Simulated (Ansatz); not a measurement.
## Relaxing BaS (PbO-type structure)

Method: PBEsol, scalar-relativistic; no spin polarisation; PAW, 420 eV, 6×6×8 k-mesh, Gaussian smearing of 0.05 eV; code Ansatz. The datasets are Ansatz's generated set soft_2.

The start was a prototype's sites filled with these elements. The Crystallography Open Database lists the compound in space group Fm-3m (rock salt), so this is a trial structure.

The first cell:

```
Ba S
1.0
     5.16601    0.00000    0.00000
     0.00000    5.16601    0.00000
     0.00000    0.00000    6.50961
Ba S
2 2
Cartesian
  2.5830 0.0000 1.5415
  0.0000 2.5830 4.9681
  0.0000 0.0000 0.0000
  2.5830 2.5830 0.0000
```

The steps in volume:

```
run   level  k-mesh                    kind  V (Å³/atom)  P (GPa)  E − E(final) (meV/atom)  gap on the mesh (eV)
  1  PBEsol   6×6×6  cell and atoms relaxed        27.17      0.0                      0.1                  1.59
  2  PBEsol   6×6×8  cell and atoms relaxed        27.17      0.0                      0.0                  1.59
```

Cell and atoms are those of this level's equilibrium.

The final structure (symmetry read at 0.01 Å). The structure is tetragonal, space group P4/nmm (No. 129). The conventional cell has a = 5.342 Å, b = 5.342 Å, c = 3.809 Å, α = 90.00°, β = 90.00°, γ = 90.00°. Ba (site symmetry 4mm) is surrounded by 8 S at 3.13 to 3.45 Å. S (site symmetry -4m2) is surrounded by 8 Ba at 3.13 to 3.45 Å. (Shells end 15 % past the nearest neighbour.)

- At the final geometry the gap, band path included, is 1.56 eV.
- The equation of state gives B0 = 37 GPa.
- Against the elements' standard states, run alike and uncorrected, the formation energy is -2.00 eV/atom.
- The runs in the table took roughly 6 core-minutes.

**Why it comes out so.**

Formal charges Ba²⁺, S²⁻ balance and leave closed shells on every ion, so a band insulator is expected, and the gap is 1.56 eV.

Shannon's ionic radii give a check on the bond lengths: Ba²⁺ with 8 neighbours 1.42 Å + S²⁻ 1.84 Å (six-fold value) = 3.26 Å against a computed mean of 3.29 Å. Sums and bonds agree within 3 %, so ion sizes set the bond lengths.

Semilocal functionals underestimate band gaps, commonly by a third or more. Scalar-relativistic only: spin–orbit splittings of the heavy atoms' levels are missing.
